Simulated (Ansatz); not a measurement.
# Computed properties of BN (4H polytype)

All numbers come from Ansatz. The calculation is spin-unpolarised, and the structure need not be a phase that has been made.

BN built on the 4H polytype prototype, relaxed with r2SCAN. B has 4 N at 1.56 Å; B has 4 N at 1.56–1.58 Å; N has 4 B at 1.56 Å; N has 4 B at 1.56–1.58 Å.

Space group P6_3mc (No. 186). a = 2.548 Å, b = 2.548 Å, c = 8.375 Å, α = 90.00°, β = 90.00°, γ = 120.00°
```csv
atom,site,symmetry,x,y,z
B,2a,3m.,0.0000,0.0000,0.0004
B,2b,3m.,0.3333,0.6667,0.2497
N,2a,3m.,0.0000,0.0000,0.1870
N,2b,3m.,0.3333,0.6667,0.4379
```

Relaxed lattice by functional, symmetry kept:

| functional | k mesh | a (Å) | c (Å) | volume (Å³/atom) |
| --- | --- | --- | --- | --- |
| PBE | 12×12×4 | 2.558 | 8.409 | 5.96 |
| r2SCAN | 12×12×4 | 2.548 | 8.375 | 5.89 |
| PBEsol | 12×12×4 | 2.545 | 8.366 | 5.87 |
| LDA | 12×12×4 | 2.527 | 8.309 | 5.75 |

On this one geometry the levels give:
```csv
level,k mesh,gap (eV),kind,edges,least direct gap (eV),rough cost
LDA,12×12×4,5.42,indirect,Γ → M,7.47,7 core-seconds
PBE,12×12×4,5.53,indirect,Γ → M,7.57,10 core-seconds
r2SCAN,12×12×4,6.08,indirect,Γ → M,8.19,16 core-seconds
HSE06,6×6×2,6.91,indirect,Γ → M,9.11,70 core-seconds
DDH-PBE0,6×6×2,7.38,indirect,Γ → M,9.57,2 core-minutes
PBE0,6×6×2,7.68,indirect,Γ → M,9.89,70 core-seconds
```
PBE: smearing of 0.02 eV; the others have fixed occupations.
Wave cutoffs: 420 eV, 500 eV (r2SCAN). Set aside, since their points miss a band edge that the other levels read or their mesh is too coarse: LC-ωPBE.
Costs come from shared machines and give only the order; PBE's includes the band path. The runs had 4 threads of Intel(R) Xeon(R) Platinum 8488C (Sapphire Rapids), on a shared host.

With HSE06 the valence top lies at Γ and the conduction bottom at M, 6.91 eV higher; the smallest vertical gap, at M, is 9.11 eV. With r2SCAN, at Γ the top three valence levels group as 2+1 from the top, spread over 132 meV.

r2SCAN covers 40 % of the step from PBE to HSE06, while HSE06 needs about 5 times r2SCAN's cost (on a coarser mesh). Among these functionals the gap stays indirect.

r2SCAN (ground state on 9×9×4): ε∞: 4.44 along x and y, 4.53 along z. Born charges, averaged over directions: B +1.95 to +1.98, N -1.97 e. PBE (ground state on 9×9×4): The electronic dielectric tensor ε∞ is 4.59 along x and y, 4.69 along z. Born charges, averaged over directions: B +1.87 to +1.91, N -1.89 e.

On the PBEsol cell (a = 2.545 Å, c = 8.366 Å), with PBEsol: The zone-centre optical frequencies run from 339 to 1239 cm⁻¹, none imaginary (the rest of the zone wasn't tested). With the long-range field the highest mode reaches 1276 cm⁻¹. ε∞: 4.62 along x and y, 4.73 along z. With the ions relaxed, ε⁰ is 6.8 along x and y, 7.1 along z. Born charges, averaged over directions: B +1.86 to +1.90, N -1.89 e.

The meshes of the hybrids are coarse, so their gaps aren't converged to the digits shown.

The splittings at Γ are without spin-orbit coupling, which regroups them where it is of like size or larger.
